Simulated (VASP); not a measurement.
Input of a VASP 6.6.1 run:

POSCAR

```
Al
1.0
    2.8738396367      0.0000000000      0.0000000000
   -1.4369198184      2.4888181318      0.0000000000
    0.0000000000      0.0000000000      4.5953083097
Al
2
Direct
    0.3333333333      0.6666666667      0.7500000000
    0.6666666667      0.3333333333      0.2500000000
```

INCAR.step1

```
  PREC = Accurate
  ENCUT = 520
  EDIFF = 1E-5
  ISMEAR = 0
  SIGMA = 0.05
  LREAL = F
  LASPH = T
  NELM = 100
  ALGO = Normal
  ISIF = 2
  LWAVE = T
  LCHARG = F
  NBANDS = 10
  GGA = PE
```

The input INCAR.step2:

```
  PREC = Accurate
  ENCUT = 520
  EDIFF = 1E-6
  ISMEAR = 0
  SIGMA = 0.05
  LREAL = F
  LASPH = T
  NELM = 100
  ALGO = Normal
  ISIF = 2
  LWAVE = F
  LCHARG = F
  GGA = PE
  LHFCALC = T
  HFSCREEN = 0.2079
  PRECFOCK = Normal
  NBANDS = 10
  ISTART = 1
```

Contents of KPOINTS:

```
Automatic mesh
0
Gamma
  8 8 6
```

Potentials or basis: VASP PAW PBE potentials, release 64 (Al).

The run is started by

```console
$ cat potpaw_PBE.64/Al/POTCAR > POTCAR
$ cp INCAR.step1 INCAR
$ mpirun -np 1 vasp_std > vasp.out
$ cp INCAR.step2 INCAR
$ mpirun -np 1 vasp_std > vasp.out
```

Q: Estimate the band gap on the k mesh.

A: None (metal or under the smearing width).

Q: Estimate the pressure.

A: 0.0 GPa.

Caveat: the PAW data sets were made with another functional, which shifts forces and pressure a little.
